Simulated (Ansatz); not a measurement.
The system is GaCuSe2.

```
Se Ga Cu
1.0
    -2.80955    2.80955    5.51300
     2.80955   -2.80955    5.51300
     2.80955    2.80955   -5.51300
Se Ga Cu
4 2 2
Direct
  0.12562 0.62500 0.00062
  0.87500 0.87438 0.49938
  0.62438 0.12500 0.99938
  0.37500 0.37562 0.50062
  0.25000 0.75000 0.50000
  0.50000 0.50000 0.00000
  0.75000 0.25000 0.50000
  0.00000 0.00000 0.00000
```

Base run:

```yaml
Program: Ansatz 0.2.0
Functional: r2SCAN
Potentials_or_basis: Ansatz PAW
Cutoff: "500 eV (not typed: the program's choice for these potentials)"
k_mesh: 7 × 7 × 7
Occupations: fermi-dirac, width 0.05 eV
Spin: no spin polarisation
```

Its results: band gap on the k mesh 0.63 eV, direct; pressure 0.3 GPa; largest force 0.227 eV/Å.

Q: After a change of settings the same cell gave: band gap on the k mesh 0.20 eV, direct; pressure 6.8 GPa; largest force 0.366 eV/Å. Which change was it?
A. functional from r2SCAN to revPBE; cutoff from 500 eV (not typed: the program's choice for these potentials) to 420 eV (not typed: the program's choice for these potentials)
B. functional from r2SCAN to LDA; cutoff from 500 eV (not typed: the program's choice for these potentials) to 420 eV (not typed: the program's choice for these potentials)
C. functional from r2SCAN to RPBE; cutoff from 500 eV (not typed: the program's choice for these potentials) to 420 eV (not typed: the program's choice for these potentials)
D. functional from r2SCAN to BLYP; cutoff from 500 eV (not typed: the program's choice for these potentials) to 420 eV (not typed: the program's choice for these potentials)

A: D.

r2SCAN gives the wider gap, since meta-GGAs in the generalised Kohn-Sham scheme recover part of the derivative discontinuity.

Caveats: the PAW data sets come from PBE, with cores solved anew for the run's functional, which leaves a small shift of forces and pressure.

Runs at the PBE level aren't shown here.
